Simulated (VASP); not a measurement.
# Y (P6_3/mmc) in VASP: a series of runs

One crystal, Y, is run at these levels: LDA, r2SCAN; tasks: relaxation of cell and atoms.

All numbers are computed with VASP 6.6.1; they aren't measurements. Logs are shortened: lines on timing, memory, paths and dates and some standing lists are left out, and cuts for length are marked.

## Step 1: The crystal as given

Symmetry: P6_3/mmc, No. 194, hexagonal system. The conventional cell has a = 3.647 Å, b = 3.647 Å, c = 5.731 Å, α = 90.00°, β = 90.00°, γ = 120.00°. Around Y (site symmetry -6m2) lie 12 Y at 3.56 to 3.65 Å.

## Step 2: Relaxation of cell and atoms, LDA

INCAR reads:

```
SYSTEM = Y
PREC = Accurate
ENCUT = 600
EDIFF = 1E-6
ISMEAR = 1
SIGMA = 0.1
LREAL = .False.
LASPH = .True.
NELM = 80
ALGO = Normal
ISIF = 3
LWAVE = .False.
LCHARG = .False.
IBRION = 2
NSW = 90
EDIFFG = -0.01
```

KPOINTS reads:

```
Automatic mesh
0
Gamma
  12 12 7
  0 0 0
```

POSCAR reads:

```
Y
1.0
    3.6474000000      0.0000000000      0.0000000000
   -1.8237000000      3.1587410578      0.0000000000
    0.0000000000      0.0000000000      5.7306000000
Y
2
Direct
    0.3333333333      0.6666666667      0.2500000000
    0.6666666667      0.3333333333      0.7500000000
```

Potentials or basis: VASP PAW LDA potentials, release 64 (Y_sv).

Command:

```
> cat potpaw_LDA.64/Y_sv/POTCAR > POTCAR
> mpirun -np 1 vasp_std > vasp.out
```

OUTCAR:

```text
SYSTEM = Y
   PREC = Accurate
   ENCUT = 600
   EDIFF = 1E-6
   ISMEAR = 1
   LREAL = .False.
   LASPH = .True.
   NELM = 80
   ISIF = 3
   IBRION = 2
   NSW = 90
   EDIFFG = -0.01

 ion  position               nearest neighbor table
   1  0.333  0.667  0.250-   2 3.56   2 3.56   2 3.56   2 3.56   2 3.56   2 3.56
   2  0.667  0.333  0.750-   1 3.56   1 3.56   1 3.56   1 3.56   1 3.56   1 3.56

  LATTYP: Found a hexagonal cell.
 ALAT       =     3.6474000000
 C/A-ratio  =     1.5711465702

  Lattice vectors:

 A1 = (   3.6474000000,   0.0000000000,   0.0000000000)
 A2 = (  -1.8237000000,   3.1587410578,   0.0000000000)
 A3 = (   0.0000000000,   0.0000000000,   5.7306000000)

Analysis of symmetry for initial positions (statically):
=====================================================================
 Subroutine PRICEL returns:
 Original cell was already a primitive cell.

 Routine SETGRP: Setting up the symmetry group for a
 hexagonal supercell.

 Subroutine GETGRP returns: Found 24 space group operations
 (whereof 12 operations were pure point group operations)
 out of a pool of 24 trial point group operations.

The static configuration has the point symmetry D_3d.
 The point group associated with its full space group is D_6h.

Analysis of symmetry for dynamics (positions and initial velocities):
=====================================================================
 Subroutine PRICEL returns:
 Original cell was already a primitive cell.

 Routine SETGRP: Setting up the symmetry group for a
 hexagonal supercell.

 Subroutine GETGRP returns: Found 24 space group operations
 (whereof 12 operations were pure point group operations)
 out of a pool of 24 trial point group operations.

The dynamic configuration has the point symmetry D_3d.
 The point group associated with its full space group is D_6h.

 Subroutine INISYM returns: Found 24 space group operations
 (whereof 12 operations are pure point group operations),
 and found     1 'primitive' translations

----------------------------------------------------------------------------------------

                                     Primitive cell

  volume of cell :      66.0233

  direct lattice vectors                    reciprocal lattice vectors
     3.647400000  0.000000000  0.000000000     0.274167900  0.158290911  0.000000000
    -1.823700000  3.158741058  0.000000000     0.000000000  0.316581822  0.000000000
     0.000000000  0.000000000  5.730600000     0.000000000  0.000000000  0.174501797

  length of vectors
     3.647400000  3.647400000  5.730600000     0.316581822  0.316581822  0.174501797

  position of ions in fractional coordinates (direct lattice)
     0.333333333  0.666666667  0.250000000
     0.666666667  0.333333333  0.750000000

  ion indices of the primitive-cell ions
   primitive index   ion index
                 1           1
                 2           2

----------------------------------------------------------------------------------------

 KPOINTS: Automatic mesh

Automatic generation of k-mesh.
 Grid dimensions read from file:
 generate k-points for:   12   12    7

 Generating k-lattice:

  Cartesian coordinates                     Fractional coordinates (reciprocal lattice)
     0.022847325  0.013190909  0.000000000     0.083333333  0.000000000  0.000000000
     0.000000000  0.026381819  0.000000000     0.000000000  0.083333333  0.000000000
     0.000000000  0.000000000  0.024928828     0.000000000  0.000000000  0.142857143

  Length of vectors
     0.026381819  0.026381819  0.024928828

  Shift w.r.t. Gamma in fractional coordinates (k-lattice)
     0.000000000  0.000000000  0.000000000

 Subroutine IBZKPT returns following result:
 ===========================================

 Found     76 irreducible k-points:

 Following reciprocal coordinates:
            Coordinates               Weight
  0.000000  0.000000  0.000000      1.000000
  0.083333  0.000000  0.000000      6.000000
  0.166667  0.000000  0.000000      6.000000
  0.250000  0.000000  0.000000      6.000000
  0.333333  0.000000  0.000000      6.000000
  0.416667  0.000000  0.000000      6.000000
[... 16 lines left out ...]
  0.250000  0.000000  0.142857     12.000000
  0.333333  0.000000  0.142857     12.000000
 [... further k-points ...]
   k-points           NKPTS =     76   k-points in BZ     NKDIM =     76   number of bands    NBANDS=     15
   number of dos      NEDOS =    301   number of ions     NIONS =      2
   total plane-waves  NPLWV =  43200
   dimension x,y,z NGX =    30 NGY =   30 NGZ =   48
   dimension x,y,z NGXF=    60 NGYF=   60 NGZF=   96
   ions per type =               2
   NGX,Y,Z   is equivalent  to a cutoff of  13.67, 13.67, 13.92 a.u.
   NGXF,Y,Z  is equivalent  to a cutoff of  27.35, 27.35, 27.85 a.u.
 SYSTEM =  Y
   PREC   = accura    normal or accurate (medium, high low for compatibility)
   ISTART =      0    job   : 0-new  1-cont  2-samecut
   ICHARG =      2    charge: 1-file 2-atom 10-const
   ISPIN  =      1    spin polarized calculation?
   LNONCOLLINEAR =      F non collinear calculations
   LSORBIT =      F    spin-orbit coupling
   LASPH  =      T    aspherical Exc in radial PAW
   ENCUT  =  600.0 eV  44.10 Ry    6.64 a.u.   7.28  7.28 11.45*2*pi/ulx,y,z
   NELM   =     80;   NELMIN=  2; NELMDL= -5     # of ELM steps
   EDIFF  = 0.1E-05   stopping-criterion for ELM
   LREAL  =      F    real-space projection
   EDIFFG = -.1E-01   stopping-criterion for IOM
   NSW    =     90    number of steps for IOM
   IBRION =      2    ionic relax: 0-MD 1-quasi-New 2-CG
   NFREE  =      1    steps in history (QN), initial steepest desc. (CG)
   ISIF   =      3    stress and relaxation
   ISYM   =      2    0-nonsym 1-usesym 2-fastsym
   POTIM  = 0.5000    time-step for ionic-motion
   TEBEG  =    0.0;   TEEND  =   0.0 temperature during run
   PSTRESS=    0.0 pullay stress
   NELECT =      22.0000    total number of electrons
   NUPDOWN=      -1.0000    fix difference up-down
   EMIN   =  10.00;   EMAX   =-10.00  energy-range for DOS
   EFERMI =   0.00;   METHOD = LEGACY
   ISMEAR =     1;   SIGMA  =   0.10  broadening in eV -4-tet -1-fermi 0-gaus
   EFERMI_NEDOS =   21; number of points for ismear=-14 and -15
   IALGO  =     38    algorithm
   IMIX   =      4    mixing-type and parameters
     AMIX     =   0.40;   BMIX     =  1.00
     AMIX_MAG =   1.60;   BMIX_MAG =  1.00
  volume/ion in A,a.u.               =      33.01       222.77
  Fermi-wavevector in a.u.,A,eV,Ry     =   1.134967  2.144777 17.526345  1.288150
  Thomas-Fermi vector in A             =   2.271671
   LORBIT       =      0    0 simple, 1 ext, 2 COOP (PROOUT), +10 PAW based schemes
   GGA     = CA    functional components
   LHFCALC =     F    Hartree Fock is set to
   AEXX    =    0.0000 exact exchange contribution
   IVDW    =     0    specifies the selected vdW correction
   LEPSILON=     F    determine dielectric tensor
   LRPA    =     F    only Hartree local field effects (RPA)
 conjugate gradient relaxation of ions
 non-spin polarized calculation
 Methfessel and Paxton  Order N= 1 SIGMA  =   0.10
  energy-cutoff  :      600.00
  volume of cell :       66.02
 maximum number of plane-waves:      2237
 NGX is ok and might be reduce to    30
   NGX = 15   NGY = 15   NGZ = 23

--------------------------------------- Ionic step        1  -------------------------------------------

 number of electron      22.0000002 magnetization

 Free energy of the ion-electron system (eV)
  ---------------------------------------------------
  ext. energy  EPLUGINS =         0.00000000
  ---------------------------------------------------
  free energy    TOTEN  =       -13.80470587 eV

  energy without entropy =      -13.80247017  energy(sigma->0) =      -13.80396063

 E-fermi :   2.8021     XC(G=0):  -9.6225

 val. band max:        2.8007796398   @ k =   0.2500   0.2500   0.4286
 cond. band min:       2.8048640713   @ k =   0.3333   0.1667   0.4286
 fundamental gap:      0.0040844315
 Fermi energy:         2.8021085603

 k-point     1 :       0.0000    0.0000    0.0000
  band No.  band energies     occupation
      1     -39.6695      2.00000
      2     -39.5961      2.00000
      3     -20.0652      2.00000
      4     -19.5942      2.00000
      5     -19.5942      2.00000
      6     -19.5050      2.00000
      7     -19.5050      2.00000
      8     -19.4678      2.00000
      9      -1.8658      2.00000
     10       0.9252      2.00000
     11       3.7480     -0.00000
     12       4.4869     -0.00000
     13       4.4869     -0.00000
     14       4.7739     -0.00000
     15       5.0768      0.00000
[... 652 lines left out ...]
 POSITION                                       TOTAL-FORCE (eV/Angst)
 -----------------------------------------------------------------------------------
     -0.00000      2.03731      1.38167         0.000000     -0.000000      0.000000
      1.76437      1.01866      4.14501        -0.000000      0.000000      0.000000
 -----------------------------------------------------------------------------------
    total drift:                               -0.000000      0.000000     -0.000000

  FREE ENERGIE OF THE ION-ELECTRON SYSTEM (eV)
  ---------------------------------------------------
  free  energy   TOTEN  =       -13.8867955229 eV

  energy  without entropy=      -13.8856568686  energy(sigma->0) =      -13.88641597

--------------------------------------- Ionic step        8  -------------------------------------------

 number of electron      22.0000001 magnetization

 Free energy of the ion-electron system (eV)
  ---------------------------------------------------
  ext. energy  EPLUGINS =         0.00000000
  ---------------------------------------------------
  free energy    TOTEN  =       -13.88679903 eV

  energy without entropy =      -13.88565047  energy(sigma->0) =      -13.88641618

 E-fermi :   3.3140     XC(G=0): -10.0244

 val. band max:        3.3116451264   @ k =   0.2500   0.2500   0.4286
 cond. band min:       3.3249155400   @ k =   0.1667   0.0833   0.1429
 fundamental gap:      0.0132704136
 Fermi energy:         3.3140184211

 k-point     1 :       0.0000    0.0000    0.0000
  band No.  band energies     occupation
      1     -38.9168      2.00000
      2     -38.8021      2.00000
      3     -19.4562      2.00000
      4     -18.7915      2.00000
      5     -18.7915      2.00000
      6     -18.6682      2.00000
      7     -18.6682      2.00000
      8     -18.6209      2.00000
      9      -1.5022      2.00000
     10       1.2867      2.00000
     11       4.6204     -0.00000
     12       5.0851     -0.00000
     13       5.0851     -0.00000
     14       5.4397      0.00000
     15       5.7666      0.00000
[... 436 lines left out ...]
 POSITION                                       TOTAL-FORCE (eV/Angst)
 -----------------------------------------------------------------------------------
     -0.00000      2.03771      1.38208        -0.000000     -0.000000      0.000000
      1.76471      1.01885      4.14624         0.000000      0.000000      0.000000
 -----------------------------------------------------------------------------------
    total drift:                               -0.000000      0.000000     -0.000000

  FREE ENERGIE OF THE ION-ELECTRON SYSTEM (eV)
  ---------------------------------------------------
  free  energy   TOTEN  =       -13.8867990329 eV

  energy  without entropy=      -13.8856504704  energy(sigma->0) =      -13.88641618

 reached required accuracy - stopping structural energy minimisation
```

Wall time 4.2 min (1 thread of Intel Xeon Platinum 8488C (Sapphire Rapids), shared host); peak memory 0.24 GiB.

What came out:

| Property | Result |
| --- | --- |
| Free energy | -13.8868 eV |
| Relaxed volume | 29.82 Å³/atom |
| Relaxed cell | a = 3.529 Å, b = 3.529 Å, c = 5.528 Å, α = 90.00°, β = 90.00°, γ = 120.00° |
| Space group after relaxing (to 0.05 Å) | P6_3/mmc (No. 194) |
| Energy gained by relaxing | 41.0 meV/atom |
| Ionic steps | 8 |
| Pressure after relaxing | 0.0 GPa |
| Band gap on the k mesh | none (metal or under the smearing width) |

The path:
| step | energy change (eV) | largest force (eV/Å) | pressure (GPa) | volume (Å³) |
| --- | --- | --- | --- | --- |
| 1 | 0.0000 | 0.0000 | -3.85 | 66.02 |
| 2 | -0.0800 | 0.0000 | 0.70 | 58.72 |
| 3 | -0.0820 | 0.0000 | 0.01 | 59.64 |
| 4 | -0.0820 | 0.0000 | -0.12 | 59.77 |
| 5 | -0.0821 | 0.0000 | -0.09 | 59.75 |
| 6 | -0.0821 | 0.0000 | -0.08 | 59.73 |
| 7 | -0.0821 | 0.0000 | 0.08 | 59.60 |
| 8 | -0.0821 | 0.0000 | -0.02 | 59.64 |

Final structure:
```yaml
crystal:
  lattice:
    - [3.52941, 0.00000, 0.00000]
    - [-1.76471, 3.05656, 0.00000]
    - [0.00000, 0.00000, 5.52832]
  atoms:
    - { symbol: Y, position: [0.33333, 0.66667, 0.25000] }
    - { symbol: Y, position: [0.66667, 0.33333, 0.75000] }
```

(Continued in part 2 of 2.)
